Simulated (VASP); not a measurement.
From VASP inputs to Ansatz: NaCl (rocksalt)

INCAR, step 1 (ground state)

```
EDIFF = 1E-7
NELM = 120
LWAVE = .TRUE.
ENCUT = 450
LCHARG = .FALSE.
SIGMA = 0.01
LASPH = .TRUE.
ISMEAR = 0
PREC = Accurate
GGA = PE
LREAL = .FALSE.
```

INCAR, step 2 (empty bands)

```
LCHARG = .FALSE.
ISMEAR = 0
ALGO = Exact
LOPTICS = .TRUE.
ENCUT = 450
NBANDS = 334
SIGMA = 0.01
GGA = PE
LWAVE = .TRUE.
NELM = 1
LASPH = .TRUE.
EDIFF = 1E-7
LREAL = .FALSE.
PREC = Accurate
ISTART = 1
```

INCAR, step 3 (GW)

```
LWAVE = .FALSE.
PREC = Accurate
PRECFOCK = Fast
ISTART = 1
ENCUT = 450
ENCUTGW = 220
ALGO = EVGW0
EDIFF = 1E-7
NELMGW = 1
ISMEAR = 0
NOMEGA = 64
LREAL = .FALSE.
NELM = 120
LCHARG = .FALSE.
NBANDS = 334
ENCUTGWSOFT = 220
NBANDSGW = 16
GGA = PE
SIGMA = 0.01
LASPH = .TRUE.
```

KPOINTS

```
KPOINTS created by Atomic Simulation Environment
0
Gamma
4 4 4
0 0 0
```

POSCAR

```
Na Cl
 1.0000000000000000
    -0.0000000000000000    2.8026988166785491    2.8026988166785491
     2.8026988166785491    0.0000000000000000    2.8026988166785491
     2.8026988166785491    2.8026988166785491    0.0000000000000000
 Na  Cl
   1   1
Cartesian
  0.0000000000000000 -0.0000000000000000  0.0000000000000000
  2.8026988166785491  2.8026988166785491  2.8026988166785491
```

VASP ran with the GW set of PAW datasets (16 valence electrons in the cell).

**Question.** Translate these files to an Ansatz input.

**Answer.** 

```yaml
crystal:
  lattice:
    - [0.0, 2.8026988167, 2.8026988167]
    - [2.8026988167, 0.0, 2.8026988167]
    - [2.8026988167, 2.8026988167, 0.0]
  atoms:
    - { symbol: Na, position: [0.0, 0.0, 0.0] }
    - { symbol: Cl, position: [0.5, 0.5, 0.5] }
kpoints:
  mp_grid: { grid: [4, 4, 4] }
hamiltonian:
  xc: pbe
scf:
  occupations: { method: fixed }
gw:
  n_empty_bands: 326
  ecut_chi: 220
  qp_bands: [v2, c2]
  qp_kpoints: band_edges
  screening: { model: contour_deformation }
```

Other inputs would serve too.

```json
{"": "PBE gap on the mesh", "VASP": "5.19 eV", "Ansatz": "5.18 eV"}
{"": "G₀W₀ gap on the mesh", "VASP": "8.18 eV", "Ansatz": "8.11 eV"}
```

The two codes use different PAW datasets and cutoffs. VASP's cell holds 16 valence electrons and Ansatz's 16. Both sum 326 empty bands with a screening cutoff of 220 eV, short of the basis and mesh limit, and the G₀W₀ gap is that of the linearised levels of the first step.
